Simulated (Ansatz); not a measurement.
A plane-wave DFT run in Ansatz 0.2.0 (scalar-relativistic PAW potentials unless the input names others): input and command.

```yaml
crystal:
  lattice:
    - [0.0, 2.4978296454, 2.4978296454]
    - [2.5488057606, -0.0509761152, 2.5488057606]
    - [2.5488057606, 2.5488057606, -0.0509761152]
  atoms:
    - { symbol: Hf, position: [0.0, 0.0, 0.0] }
    - { symbol: O, position: [0.25, 0.25, 0.25] }
    - { symbol: O, position: [0.75, 0.75, 0.75] }
basis:
  ecutwfc: 420
kpoints:
  mp_grid: { grid: [8, 8, 8] }
hamiltonian:
  xc: rpbe
scf:
  occupations: { method: gaussian, width: 0.05 }
output:
  forces: true
  eigenvalues: true
  stress: true
```

```bash
ansatz run input.yaml --threads 1 --pin off --max-ram 2560MiB --backend cpu --events-out ev --progress --plain --runs-dir out
```

Abridged log:
```
Pseudopotentials: kind: paw
Pseudopotential: Hf, paw, valence charge 26, recommended cutoff 420 eV (normal)
Pseudopotential: O, paw, valence charge 6, recommended cutoff 420 eV (normal)
Functional definition: RPBE
Crystal: 3 atoms, lattice volume = 33.103 Å³
Basis set: ecut = 420 eV, 643 PW (Γ), exchange–correlation on 48×50×50 points (8 copies of the dense FFT grid, shifted against one another)
Bands: 23, of which v1, the nominal top of the filled ones, is band 19 counted from 1 (18 counted from 0)
Symmetry: 8 space group operations
Space group: Immm (ITA 71), of the structure as read, at distance tolerance 3.2e-5 Å
k-points: 95 of 512
Initial density: superposition of atomic densities (neutral atoms: chi_scale 0, normalization atom), corrected by the library's trained network
Initial wavefunctions: pseudopotential atomic-orbital guess
Functional: x = rpbe, c = pbe(β = 0.06672455)
SCF iter   1: F=—  HF=-16877.147577 eV  |F-HF|=—  |Δ(HF+E_count)|=         —  Δρ=4.99e-3  dr2=8.38e-3  ethr=1.77e-3  ⟨swp⟩=4.5  Hψ=7993  notcnv=0
SCF iter   2: F=—  HF=-16877.148313 eV  |F-HF|=—  |Δ(HF+E_count)|=   7.36e-4  Δρ=3.84e-3  dr2=2.87e-3  ethr=2.21e-5  ⟨swp⟩=2.0  Hψ=4737  notcnv=0
SCF iter   3: F=—  HF=-16877.147847 eV  |F-HF|=—  |Δ(HF+E_count)|=   4.66e-4  Δρ=1.18e-3  dr2=3.13e-4  ethr=7.54e-6  ⟨swp⟩=2.0  Hψ=3572  notcnv=0
SCF iter   4: F=—  HF=-16877.148167 eV  |F-HF|=—  |Δ(HF+E_count)|=   3.20e-4  Δρ=2.29e-4  dr2=1.28e-5  ethr=8.23e-7  ⟨swp⟩=2.0  Hψ=3496  notcnv=0
SCF iter   5: F=—  HF=-16877.148231 eV  |F-HF|=—  |Δ(HF+E_count)|=   6.43e-5  Δρ=7.91e-5  dr2=1.23e-6  ethr=3.36e-8  ⟨swp⟩=2.0  Hψ=3988  notcnv=0
SCF iter   6: F=—  HF=-16877.148233 eV  |F-HF|=—  |Δ(HF+E_count)|=   2.36e-6  Δρ=5.09e-5  dr2=7.64e-7  ethr=3.23e-9  ⟨swp⟩=2.0  Hψ=3989  notcnv=0
SCF iter   7: F=-16877.148233 eV  HF=-16877.148233 eV  |F-HF|=4.49e-8  |Δ(HF+E_count)|=   7.50e-8  Δρ=1.76e-5  dr2=8.72e-8  ethr=2.63e-10  ⟨swp⟩=3.4  Hψ=10021  notcnv=0
the search or the solves at the SCF's close seem to have found levels that the self-consistency loop had missed (the run counts 1). By its estimate they hold under 1e-12 electrons; where the run keeps them, the occupations were computed again with them
SCF 1 converged in 7 iterations: F = -16877.148233 eV  dr2 = 8.72e-8
SCF converged after 7 iterations
Free energy (F): -16877.148233 eV
Harris-Foulkes:  -16877.148233 eV  (|F-HF|=4.49e-8)
Internal energy: -16877.148233 eV  (E = F + TS)
E sigma→0 (E₀):  -16877.148233 eV
Fermi energy:    17.809413 eV
--- Forces (eV/Å), atoms counted from 1 ---
  atom   1  Hf     0.00000000     0.00000000     0.00000000
  atom   2  O      0.28103148     0.00000000     0.00000000
  atom   3  O     -0.28103148     0.00000000     0.00000000
--- Stress (GPa, compression-positive) ---
        5.501279       0.000000       0.000000
        0.000000       5.546698       3.627848
        0.000000       3.627848       5.546698
  P = ⅓ Tr σ = 5.5316 GPa (55.316 kbar)
```

Apart from outputs and empty bands, the input differs from a reference run on usual settings in hamiltonian.xc: "pbe" → "rpbe". The reference, at the same geometry (not necessarily relaxed), gave pressure 0.45 GPa, largest force 0.270 eV/Å, gap on the mesh 3.76 eV. This run converged in 7 SCF iterations (reference: 6) with a total energy on another zero, pressure 5.53 GPa, largest force 0.281 eV/Å, gap on the mesh 3.87 eV.

It took 5.2 s on 1 thread of Intel(R) Xeon(R) Platinum 8259CL CPU @ 2.50GHz (Skylake/Cascade Lake), with other jobs on the host, peak memory 0.42 GiB.